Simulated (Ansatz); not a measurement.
A run of Ansatz 0.2.0 is set up as follows.

The input input.yaml:

```yaml
crystal:
  lattice:
    - [0.0, 2.211323, 2.211323]
    - [2.211323, 0.0, 2.211323]
    - [2.211323, 2.211323, 0.0]
  atoms:
    - { symbol: Ta, position: [0.5, 0.5, 0.5] }
    - { symbol: "N", position: [0.0, 0.0, 0.0] }
hamiltonian:
  xc: revpbe
  pseudopotentials: { kind: paw }
kpoints:
  mp_grid: { grid: [10, 10, 10] }
scf:
  occupations: { method: fermi_dirac, width: 0.05 }
output:
  forces: true
  stress: true
relax:
  f_tol: 0.01
  max_steps: 40
  cell: { stress_tol: 0.05 }
```

Potentials or basis: Ansatz PAW.

Run with:

```console
$ ansatz run input.yaml --threads 2 --pin off --max-ram 5632MiB --backend cpu --events-out ev --progress --plain --runs-dir out
```

**Question.** Estimate the space group after relaxing (to 0.05 Å).

**Answer.** Fm-3m (No. 225).

**Question.** What does it give for the relaxed cell?

**Answer.** a = 3.134 Å, b = 3.134 Å, c = 3.134 Å, α = 60.00°, β = 60.00°, γ = 60.00°.

**Question.** What does it give for the relaxed volume?

**Answer.** 10.88 Å³/atom.

Final structure:
```yaml
crystal:
  lattice:
    - [0.00000, 2.21587, 2.21587]
    - [2.21587, 0.00000, 2.21587]
    - [2.21587, 2.21587, 0.00000]
  atoms:
    - { symbol: Ta, position: [0.50000, 0.50000, 0.50000] }
    - { symbol: N, position: [0.00000, 0.00000, 0.00000] }
```

Caveat: the pressure holds a Pulay correction of +0.5 GPa for the finite cutoff; the PAW data sets come from PBE, with cores solved anew for the run's functional, which leaves a small shift of forces and pressure. Spin-orbit coupling is left out, which matters for the levels of Ta.
